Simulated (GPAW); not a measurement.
Crystal: CuI (Marshite).

```
I Cu
1.0
     0.00000    3.03150    3.03150
     3.03150    0.00000    3.03150
     3.03150    3.03150    0.00000
I Cu
1 1
Direct
  0.00000 0.00000 0.00000
  0.75000 0.75000 0.75000
```

```yaml
Program: GPAW 26.7.0
Task: relaxation of cell and atoms
Functional: RPBE
Dispersion: D3(BJ)
Potentials_or_basis: the program's PAW data sets (release 1.2.1) made for this functional
Cutoff: 600 eV
Basis: pw
k_mesh: 8 × 8 × 8
Occupations: fermi-dirac, width 0.05 eV
Spin: no spin polarisation
```

At the start: pressure -6.3 GPa; volume 27.86 Å³/atom.

Where does the relaxation end?

Over 5 steps the energy falls by 83.5 meV/atom and the volume is 24.12 Å³/atom (-13.4 %); space group F-43m (No. 216, to 0.05 Å).

Step by step:
```csv
step,energy change (eV),largest force (eV/Å),pressure (GPa),volume (Å³)
1,0.0000,0.0000,-6.30,55.72
2,-0.0476,0.0000,-5.59,54.43
3,-0.1567,0.0000,2.12,46.73
4,-0.1667,0.0000,-0.36,48.51
5,-0.1669,0.0000,-0.02,48.24
```

Final structure:
```
I Cu
1.0
     0.00000    2.88931    2.88931
     2.88931    0.00000    2.88931
     2.88931    2.88931    0.00000
I Cu
1 1
Direct
  0.00000 0.00000 0.00000
  0.75000 0.75000 0.75000
```

Caveat: with this Cu data set, volumes or pressures lay over 1.5 % or 2 GPa off other programs in two to four cells of ten; later steps reuse the first step's grids; the volume moved by -13 % from the deposited cell, more than functionals usually miss.
